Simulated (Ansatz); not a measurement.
# SnO2 (Imma) in Ansatz: further runs

One crystal, SnO2, is run at these levels: PBE; tasks: single point.

Everything below comes from runs of Ansatz 0.2.0. Logs are shortened: lines on timing, memory, paths and dates and some standing lists are left out, and cuts for length are marked.

**1. Starting point**

It takes space group Imma (No. 74, orthorhombic). Conventional cell: a = 6.498 Å, b = 6.829 Å, c = 6.828 Å, α = 90.00°, β = 90.00°, γ = 90.00°. Sn (site symmetry 2/m) has 6 O at 2.09 Å as nearest neighbours. Around Sn (site symmetry mm2) lie 6 O at 2.09 to 2.10 Å. O (site symmetry m) is surrounded by 3 Sn at 2.09 to 2.10 Å. O (site symmetry m) has 3 Sn at 2.09 Å as nearest neighbours.

The cell is a database's computed one.

**2. Single point, PBE**

The input, input.yaml:

```yaml
crystal:
  lattice:
    - [-3.248897, 3.41447, 3.414021]
    - [3.248897, -3.41447, 3.414021]
    - [3.248897, 3.41447, -3.414021]
  atoms:
    - { symbol: Sn, position: [0.5, 0.0, 0.0] }
    - { symbol: Sn, position: [0.5, 0.5, 0.5] }
    - { symbol: Sn, position: [0.003599, 0.753599, 0.25] }
    - { symbol: Sn, position: [0.996401, 0.246401, 0.75] }
    - { symbol: O, position: [0.806496, 0.803774, 0.497278] }
    - { symbol: O, position: [0.806496, 0.309218, 0.002722] }
    - { symbol: O, position: [0.302435, 0.24594, 0.056495] }
    - { symbol: O, position: [0.689445, 0.24594, 0.443505] }
    - { symbol: O, position: [0.310555, 0.75406, 0.556495] }
    - { symbol: O, position: [0.193504, 0.690782, 0.997278] }
    - { symbol: O, position: [0.697565, 0.75406, 0.943505] }
    - { symbol: O, position: [0.193504, 0.196226, 0.502722] }
hamiltonian:
  xc: pbe
  pseudopotentials: { kind: paw }
kpoints:
  mp_grid: { grid: [6, 6, 6] }
scf:
  occupations: { method: gaussian, width: 0.013 }
output:
  forces: true
  stress: true
  eigenvalues: true
```

Potentials or basis: Ansatz PAW.

The run is started by

```sh
$ ansatz run input.yaml --threads 4 --pin off --max-ram 11264MiB --backend cpu --events-out ev --progress --plain --runs-dir out
```

Output:

```text
Warning: RAYON_NUM_THREADS=4 ignored (pool sized by the plan → 4); use --threads N
Engine: ansatz 0.2.0, aarch64-unknown-linux-gnu
Pseudopotentials: kind: paw
Pseudopotential: Sn, paw, valence charge 14, recommended cutoff 420 eV (normal), Sn.paw.azcp
Pseudopotential: O, paw, valence charge 6, recommended cutoff 420 eV (normal), O.paw.azcp
Functional definition: PBE
  parameter kappa = 0.804
  parameter beta = 0.06672455060314922
  exchange = pbe_x(kappa = kappa, mu = beta*pi^2/3)
  correlation = pbe_c(beta = beta)
Crystal: 12 atoms, lattice volume = 151.491 Å³
Basis set: ecut = 420 eV, 2975 PW (Γ), exchange–correlation on 80×80×80 points (8 copies of the dense FFT grid, shifted against one another)
Bands: 64, of which v1, the nominal top of the filled ones, is band 52 counted from 1 (51 counted from 0)
Symmetry: 8 space group operations
Space group: Imma (ITA 74), of the structure as read, at distance tolerance 5.3e-5 Å
k-points: 46 of 216
Non-local potential: Sn, projectors of the file, l = 0: 2, l = 1: 2, l = 2: 2, l = 3: 2
Non-local potential: O, projectors of the file, l = 0: 2, l = 1: 2, l = 2: 1
PAW form: soft (Blöchl's): semilocal exchange-correlation on the pseudo side does not see the compensation charge
PAW one-centre angular grid: Sn, 590 points (default); XC on 64 Gauss nodes
PAW one-centre angular grid: O, 110 points (default); XC on 64 Gauss nodes
Initial density: superposition of atomic densities (neutral atoms: chi_scale 0, normalization atom), corrected by the library's trained network
Initial wavefunctions: pseudopotential atomic-orbital guess
Functional: x = pbe(κ = 0.804, μ = 0.2195149727645171), c = pbe(β = 0.06672455060314922)
SCF iter   1: F=—  HF=-28635.929608 eV  |F-HF|=—  |Δ(HF+E_count)|=         —  Δρ=1.39e-3  dr2=1.44e-3  ethr=1.77e-3  ⟨swp⟩=6.2  Hψ=11656  notcnv=0  defer=27
preconditioner: auto → Resta (q_TF=auto, 2.563 Å⁻¹)  ε∞=3.6  [insulator: Δε(μ)=0.628 eV  Ē_g=19.207 eV  σ=0.013 eV  W_gap=1.00  n_scr=42 (ndim 8)  ℏωp=30.8 eV  f_vac=0.037  D(μ)=0.00/eV (n_scr^D=0)  ε∞_Penn≈3.6]
SCF iter   2: F=—  HF=-28635.931678 eV  |F-HF|=—  |Δ(HF+E_count)|=   2.07e-3  Δρ=6.66e-4  dr2=2.85e-4  ethr=1.39e-6  ⟨swp⟩=2.7  Hψ=6255  notcnv=0  defer=302
SCF iter   3: F=—  HF=-28635.932107 eV  |F-HF|=—  |Δ(HF+E_count)|=   4.29e-4  Δρ=3.31e-4  dr2=8.82e-5  ethr=2.74e-7  ⟨swp⟩=2.7  Hψ=4828  notcnv=0  defer=118
automatic band count: iteration 3 solves 60 bands in place of 64: the levels show a gap, and the empty bands left out lie too high to hold charge; the band table lists the bands solved (type scf.n_extra_bands for more)
SCF iter   4: F=—  HF=-28635.932324 eV  |F-HF|=—  |Δ(HF+E_count)|=   2.17e-4  Δρ=5.00e-5  dr2=4.12e-6  ethr=8.48e-8  ⟨swp⟩=2.0  Hψ=3901  notcnv=0  defer=118
SCF iter   5: F=—  HF=-28635.932327 eV  |F-HF|=—  |Δ(HF+E_count)|=   2.76e-6  Δρ=1.50e-5  dr2=2.54e-7  ethr=3.96e-9  ⟨swp⟩=2.0  Hψ=4795  notcnv=0  defer=118
SCF iter   6: F=—  HF=-28635.932327 eV  |F-HF|=—  |Δ(HF+E_count)|=   2.64e-7  Δρ=1.34e-5  dr2=2.22e-7  ethr=9.62e-11  ⟨swp⟩=9.4  Hψ=11535  notcnv=0
SCF iter   7: F=-28635.932327 eV  HF=-28635.932327 eV  |F-HF|=1.89e-9  |Δ(HF+E_count)|=   1.81e-8  Δρ=2.75e-6  dr2=8.68e-9  ethr=9.62e-11  ⟨swp⟩=3.9  Hψ=10505  notcnv=0
SCF 1 converged in 7 iterations: F = -28635.932327 eV  dr2 = 8.68e-9
SCF converged after 7 iterations
Free energy (F): -28635.932327 eV
Harris-Foulkes:  -28635.932327 eV  (|F-HF|=1.89e-9)
Internal energy: -28635.932327 eV  (E = F + TS)
E sigma→0 (E₀):  -28635.932327 eV
Fermi energy:    9.001744 eV
--- Per-component energies (eV) ---
  E_band       = -314.646428
  E_kinetic    = 2154.792551
  E_local      = -5935.169998  (includes V_loc(G=0)·N_el)
  E_nonlocal   = 267.510392
  E_hartree    = 3049.574171
  E_xc         = -2106.199727
  E_vxc        = -1122.914399  (∫ρ·V_xc dr)
  E_paw        = -17856.346140  (= ΣΔE_a)
  E_vpaw       = -1778.032757  (= ΣTr[D̂ρ^β])
  E_aug_tail   = 0.019673  (compensation charges beyond the density's cutoff)
  E_ewald      = -8210.113249
  E_smearing   = -0.000000  (= −TS)
  E_closure    = 0.000000  (closes the sum)
  Σ components = -28635.932327   (vs F -28635.932327, Δ=0.00e0)
--- Forces (eV/Å), atoms counted from 1 ---
  atom   1  Sn     0.00000000     0.00000000    -0.00000000
  atom   2  Sn     0.00000000     0.00000000    -0.00000000
  atom   3  Sn     0.00000000     0.00000000    -0.05899435
  atom   4  Sn     0.00000000     0.00000000     0.05899435
  atom   5  O      0.03298854     0.00000000     0.03108914
  atom   6  O     -0.03298854     0.00000000     0.03108914
  atom   7  O      0.00000000     0.03172994     0.03266025
  atom   8  O      0.00000000    -0.03172994     0.03266025
  atom   9  O      0.00000000     0.03172994    -0.03266025
  atom  10  O      0.03298854     0.00000000    -0.03108914
  atom  11  O      0.00000000    -0.03172994    -0.03266025
  atom  12  O     -0.03298854     0.00000000    -0.03108914
  max |Σ_I F_I| component: 1.73e-17 eV/Å
--- Stress (GPa, compression-positive) ---
       -1.367723       0.000000       0.000000
        0.000000      -0.555614       0.000000
        0.000000       0.000000      -0.526498
  P = ⅓ Tr σ = -0.8166 GPa (-8.166 kbar)
--- Band table (eV; the first three rows and the last of 46) ---
  k-point 0: bands = ["-12.3436", "-12.1328", "-12.1323", "-11.7299", "-11.7296", "-11.6896", "-11.5020", "-11.4755", "-11.4754", "-11.4081", "-11.3788", "-11.3690", "-11.3686", "-11.3250", "-11.3249", "-11.3109", "-11.2854", "-11.2844", "-11.2780", "-11.2779", "-9.9371", "-8.2363", "-8.2330", "-8.2326", "-8.2291", "-7.0527", "-7.0526", "-6.7313", "0.7443", "0.9707", "0.9729", "3.9410", "3.9420", "4.8204", "4.8211", "4.9159", "5.8038", "6.1865", "6.1866", "6.2811", "6.2812", "6.7171", "6.7297", "7.4319", "7.4329", "7.7804", "7.7841", "7.9120", "7.9212", "7.9612", "7.9694", "8.6882", "9.3153", "13.0089", "13.0115", "14.3339", "14.7260", "14.7266", "17.3019", "17.3023"]
  k-point 1: bands = ["-12.2975", "-12.1495", "-12.0961", "-11.7504", "-11.6834", "-11.6749", "-11.5345", "-11.5296", "-11.4884", "-11.4171", "-11.3741", "-11.3651", "-11.3644", "-11.3264", "-11.3250", "-11.3129", "-11.3045", "-11.3020", "-11.2866", "-11.2858", "-9.8569", "-8.3585", "-8.2418", "-8.1607", "-8.1466", "-7.1303", "-7.0494", "-6.7935", "0.8370", "1.1316", "1.2220", "4.1196", "4.1220", "4.5434", "4.8826", "5.0020", "5.2069", "5.9087", "6.0737", "6.0764", "6.2182", "6.7972", "7.0149", "7.1717", "7.2217", "7.7293", "7.7484", "7.7856", "7.8905", "7.9209", "7.9773", "8.5860", "10.1474", "13.1478", "13.2244", "14.3453", "15.0999", "15.1055", "17.1460", "17.4573"]
  k-point 2: bands = ["-12.1822", "-12.1409", "-11.9928", "-11.8150", "-11.7745", "-11.6688", "-11.5870", "-11.5758", "-11.4571", "-11.4151", "-11.3711", "-11.3621", "-11.3524", "-11.3516", "-11.3316", "-11.3305", "-11.3233", "-11.3185", "-11.3032", "-11.3029", "-9.6072", "-8.7287", "-8.1988", "-8.0596", "-7.9223", "-7.3410", "-7.0252", "-6.9184", "1.1210", "1.4542", "1.8968", "3.8007", "4.3148", "4.6172", "4.6283", "4.9244", "5.0812", "5.2589", "5.7760", "5.9575", "6.0717", "6.4650", "6.7743", "7.1558", "7.4373", "7.4474", "7.6076", "7.6961", "7.8630", "7.9511", "8.0369", "8.3940", "11.4849", "13.2299", "13.7609", "14.4012", "15.9680", "16.0131", "16.9415", "17.5886"]
  k-point 45: bands = ["-12.1229", "-12.1224", "-12.1044", "-12.1040", "-11.7165", "-11.7161", "-11.4795", "-11.4795", "-11.4774", "-11.4773", "-11.3670", "-11.3667", "-11.3391", "-11.3390", "-11.3297", "-11.3296", "-11.2904", "-11.2895", "-11.2771", "-11.2770", "-8.3892", "-8.3825", "-8.3403", "-8.3392", "-8.3365", "-8.3297", "-6.9827", "-6.9821", "1.6718", "1.6721", "3.1761", "3.1777", "4.6520", "4.6528", "4.9787", "4.9790", "5.0065", "5.0081", "5.7871", "5.7933", "6.1245", "6.1297", "6.8248", "6.8249", "7.1700", "7.1752", "7.3621", "7.3667", "7.5177", "7.5190", "7.8476", "7.8492", "12.9226", "12.9235", "14.2293", "14.2362", "15.8123", "15.8205", "18.0253", "18.0400"]
```

Wall time 8.3 s (4 threads of Arm Neoverse V1, shared host); peak memory 0.73 GiB.

Results:

| Item | Value |
| --- | --- |
| Free energy | -28635.9323 eV |
| Pressure | -0.8 GPa |
| Largest force | 0.059 eV/Å |
| Band gap on the k mesh | 0.63 eV |

Forces on the atoms (eV/Å):
```
Sn   0.000  0.000  0.000
Sn   0.000  0.000  0.000
Sn   0.000  0.000 -0.059
Sn   0.000  0.000  0.059
O    0.033  0.000  0.031
O   -0.033  0.000  0.031
O    0.000  0.032  0.033
O    0.000 -0.032  0.033
O    0.000  0.032 -0.033
O    0.033  0.000 -0.031
O    0.000 -0.032 -0.033
O   -0.033  0.000 -0.031
```

Levels at points of the mesh, in eV from the valence-band top:
```tsv
k point	band 48	band 49	band 50	band 51	band 52	band 53	band 54	band 55	band 56	band 57
(0.00, 0.00, 0.00)	-0.78	-0.77	-0.73	-0.72	0.00	0.63	4.32	4.32	5.65	6.04
(0.00, 0.00, -0.50)	-1.06	-0.80	-0.80	-0.48	-0.48	3.97	3.97	5.56	5.56	8.30
(0.00, -0.50, 0.00)	-1.05	-0.80	-0.79	-0.50	-0.46	3.97	3.97	5.56	5.57	8.32
(0.00, -0.50, -0.50)	-1.00	-0.75	-0.74	-0.60	-0.59	3.85	3.85	5.80	5.81	6.78
(-0.50, -0.50, -0.50)	-1.32	-1.17	-1.17	-0.84	-0.84	4.23	4.24	5.54	5.55	7.12
```

Caveat: the pressure holds a Pulay correction of +0.8 GPa for the finite cutoff; spin-orbit coupling is left out, which moves the levels of the heavy elements.

**3. Single point, PBE**

Edit input.yaml of step 2 so:

```diff
@@ -24,3 +24,3 @@
 scf:
-  occupations: { method: gaussian, width: 0.013 }
+  occupations: { method: gaussian, width: 0.014 }
 output:
```

Potentials or basis: Ansatz PAW.

The run is started by

```sh
$ ansatz run input.yaml --threads 4 --pin off --max-ram 11264MiB --backend cpu --events-out ev --progress --plain --runs-dir out
```

Wall time 8.3 s (4 threads of Arm Neoverse V1, shared host); peak memory 0.73 GiB.

The run converged. Its results:

```yaml
Free_energy: -28635.9323 eV
Pressure: -0.8 GPa
Largest_force: 0.059 eV/Å
Band_gap_on_the_k_mesh: 0.63 eV
```

Forces on the atoms (eV/Å):
```
Sn   0.000  0.000  0.000
Sn   0.000  0.000  0.000
Sn   0.000  0.000 -0.059
Sn   0.000  0.000  0.059
O    0.033  0.000  0.031
O   -0.033  0.000  0.031
O    0.000  0.032  0.033
O    0.000 -0.032  0.033
O    0.000  0.032 -0.033
O    0.033  0.000 -0.031
O    0.000 -0.032 -0.033
O   -0.033  0.000 -0.031
```

Stress tensor (GPa, compression positive):
```
-1.37  0.00  0.00
 0.00 -0.56  0.00
 0.00  0.00 -0.53
```

Levels at points of the mesh, in eV from the valence-band top:
| k point | band 49 | band 50 | band 51 | band 52 | band 53 | band 54 | band 55 | band 56 |
| --- | --- | --- | --- | --- | --- | --- | --- | --- |
| (0.00, 0.00, 0.00) | -0.77 | -0.73 | -0.72 | 0.00 | 0.63 | 4.32 | 4.32 | 5.65 |
| (0.00, 0.00, -0.50) | -0.80 | -0.80 | -0.48 | -0.48 | 3.97 | 3.97 | 5.56 | 5.56 |
| (0.00, -0.50, 0.00) | -0.80 | -0.79 | -0.50 | -0.46 | 3.97 | 3.97 | 5.56 | 5.57 |
| (0.00, -0.50, -0.50) | -0.75 | -0.74 | -0.60 | -0.59 | 3.85 | 3.85 | 5.80 | 5.81 |
| (-0.50, -0.50, -0.50) | -1.17 | -1.17 | -0.84 | -0.84 | 4.23 | 4.24 | 5.54 | 5.55 |

Caveat: the pressure holds a Pulay correction of +0.8 GPa for the finite cutoff; spin-orbit coupling is left out, which moves the levels of the heavy elements. As with any semilocal functional, this PBE gap is likely too small.
